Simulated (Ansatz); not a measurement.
The cell is COD entry 1100027, as deposited and not checked against the literature; nothing was relaxed. It is an old determination, and later ones may differ. The listed cell was then made from it by scaling, straining or moving an atom.

SrO: DFT, PBE, all-electron LAPW, scalar-relativistic (Ansatz 0.2.0). What sets it apart from a plain run of this crystal: z strained by +4 % at fixed volume.

Command: `ansatz run input.yaml --threads 1 --pin off --max-ram 2048MiB --backend cpu --events-out ev --progress --plain --runs-dir out` The run took 13 s on 1 thread of Arm Neoverse V1 (shared host), peak memory 0.35 GiB.

```yaml
crystal:
  lattice:
    - [0.0, 2.5198962204, 2.672592]
    - [2.5198962204, 0.0, 2.672592]
    - [2.5198962204, 2.5198962204, 0.0]
  atoms:
    - { symbol: Sr, position: [0.0, 0.0, 0.0] }
    - { symbol: O, position: [0.5, 0.5, 0.5] }
kpoints:
  mp_grid: { grid: [8, 8, 8] }
scf:
  occupations: { method: fermi_dirac, width: 0.02 }
hamiltonian:
  xc: pbe
  pseudopotentials: { kind: all_electron, lapw: { basis_error: 0.00025 } }
output:
  forces: true
  stress: true
  eigenvalues: true
```

Output (standing set-up lines are left out):

```
LAPW: plane waves up to 8.304 Å⁻¹, error target 2.5e-4 eV per atom; small_component_spin mean_spin; O in spheres of 1.218 Å, 6 of its electrons in bands, Dirac shells []; Sr in spheres of 1.301 Å, 28 of its electrons in bands, Dirac shells []
Basis set: ecut = 262.7146317178114 eV, 331 PW (Γ), exchange–correlation at level 2
Symmetry: 16 space group operations
Space group: I4/mmm (ITA 139), of the structure as read, at distance tolerance 3.2e-5 Å
k-points: 59 of 512
iter 1 solved again at ethr=8.41e-3 eV; its pass at ethr=1.00e-1 eV (dr2=2.86e0 eV) is discarded
SCF iter   1: F=—  HF=-88572.570048 eV  |F-HF|=—  |Δ(HF+E_count)|=         —  Δρ=7.41e-2  dr2=2.86e0  ethr=8.41e-3  ⟨swp⟩=2.0  Hψ=7661  notcnv=0
preconditioner: auto → none  [insulator: Δε(μ)=6.321 eV  Ē_g=17.365 eV  σ=0.020 eV  W_gap=1.00  n_scr=14 (ndim 8)  ℏωp=23.8 eV  f_vac=0.000  D(μ)=0.00/eV (n_scr^D=0)  ε∞_Penn≈2.9]
SCF iter   2: F=—  HF=-88571.864320 eV  |F-HF|=—  |Δ(HF+E_count)|=   7.06e-1  Δρ=4.14e-2  dr2=8.21e-1  ethr=8.41e-3  ⟨swp⟩=3.0  Hψ=4002  notcnv=0
SCF iter   3: F=—  HF=-88570.442591 eV  |F-HF|=—  |Δ(HF+E_count)|=    1.42e0  Δρ=1.93e-2  dr2=1.96e-1  ethr=2.41e-3  ⟨swp⟩=3.0  Hψ=3882  notcnv=0
SCF iter   4: F=—  HF=-88570.500504 eV  |F-HF|=—  |Δ(HF+E_count)|=         —  Δρ=1.74e-2  dr2=1.65e-1  ethr=5.75e-4  ⟨swp⟩=3.0  Hψ=4187  notcnv=0
the basis was enlarged: its passes take 140.0 KiB over the memory plan, 1 of 1 planned eigensolver slots
SCF iter   5: F=—  HF=-88570.426162 eV  |F-HF|=—  |Δ(HF+E_count)|=   7.43e-2  Δρ=6.22e-3  dr2=2.10e-2  ethr=4.84e-4  ⟨swp⟩=2.1  Hψ=3550  notcnv=0
iter 6 solved again at ethr=2.40e-7 eV; its pass at ethr=6.19e-5 eV (dr2=8.16e-5 eV) is discarded
SCF iter   6: F=—  HF=-88570.415460 eV  |F-HF|=—  |Δ(HF+E_count)|=   1.07e-2  Δρ=3.83e-4  dr2=8.16e-5  ethr=2.40e-7  ⟨swp⟩=2.7  Hψ=6371  notcnv=0
SCF iter   7: F=—  HF=-88570.415384 eV  |F-HF|=—  |Δ(HF+E_count)|=   7.58e-5  Δρ=8.98e-5  dr2=4.37e-6  ethr=2.40e-7  ⟨swp⟩=2.0  Hψ=3540  notcnv=0
SCF iter   8: F=-88570.415386 eV  HF=-88570.415386 eV  |F-HF|=5.14e-9  |Δ(HF+E_count)|=   2.48e-6  Δρ=6.21e-6  dr2=1.62e-8  ethr=1.28e-8  ⟨swp⟩=2.0  Hψ=3540  notcnv=0
SCF 1 converged in 8 iterations: F = -88570.415386 eV  dr2 = 1.62e-8
SCF converged after 8 iterations
Free energy (F): -88570.415386 eV
Harris-Foulkes:  -88570.415386 eV  (|F-HF|=5.14e-9)
Internal energy: -88570.415386 eV  (E = F + TS)
E sigma→0 (E₀):  -88570.415386 eV
Fermi energy:    11.093241 eV
--- Per-component energies (eV) ---
  E_band       = -3185.255006
  E_kinetic    = 91136.167091
  E_xc         = -3098.676589
  E_electrostatic = -176607.905888  (all electrons and nuclei)
  E_smearing   = -0.000000  (= −TS)
  E_closure    = 0.000000  (closes the sum)
  E_atoms      = -88558.394032  (free atoms, spherical and without spin; not in F)
  Σ components = -88570.415386   (vs F -88570.415386, Δ=0.00e0)
  Basis errors (estimates in eV, not in F): energy 1.2e-4 per atom: plane waves 1.2e-4 (5.8e-5 summed), levels above the bands 4.9e-144, relativity 2.0e-8, radial functions 7.4e-6, core shells 4.6e-8; eigenvalues (radial functions only) 1.6e-6; not estimated: angular momenta, meshes, grids; target (lapw.basis_error) 2.5e-4; muffin-tin radii O 1.218 Å, Sr 1.301 Å
--- Forces (eV/Å), atoms counted from 1 ---
  atom   1  Sr     0.00000000     0.00000000     0.00000000
  atom   2  O      0.00000000     0.00000000     0.00000000
  max |Σ_I F_I| component: 5.92e-31 eV/Å
--- Stress (GPa, compression-positive) ---
        6.088681       0.000000       0.000000
        0.000000       6.088681       0.000000
        0.000000       0.000000      -1.306854
  P = ⅓ Tr σ = 3.6235 GPa (36.235 kbar)
--- Band table (eV; the first three rows and the last of 59) ---
  k-point 0: bands = ["-315.2196", "-237.5978", "-237.5851", "-237.5851", "-109.5379", "-109.5379", "-109.5372", "-109.5287", "-109.5240", "-22.8631", "-5.6447", "-4.5369", "-4.4873", "-4.4873", "9.3039", "9.4911", "9.4911", "13.3562", "15.4058", "15.8624", "15.8624"]
  k-point 1: bands = ["-315.2196", "-237.5978", "-237.5851", "-237.5851", "-109.5379", "-109.5379", "-109.5372", "-109.5287", "-109.5240", "-22.8428", "-6.0086", "-4.5491", "-4.4918", "-4.1788", "8.9591", "9.2044", "9.2843", "14.0407", "15.4903", "15.9367", "16.1469"]
  k-point 2: bands = ["-315.2196", "-237.5978", "-237.5851", "-237.5851", "-109.5379", "-109.5379", "-109.5372", "-109.5287", "-109.5240", "-22.7933", "-6.5848", "-4.5979", "-4.5025", "-3.7165", "8.1628", "8.7847", "8.8368", "15.4173", "15.6108", "16.7507", "16.9270"]
  k-point 58: bands = ["-315.2196", "-237.5978", "-237.5851", "-237.5851", "-109.5379", "-109.5379", "-109.5372", "-109.5287", "-109.5240", "-22.7044", "-5.6125", "-5.4865", "-4.7965", "-4.7965", "8.8046", "9.4251", "9.4251", "12.8783", "17.3095", "19.5965", "19.7229"]
```
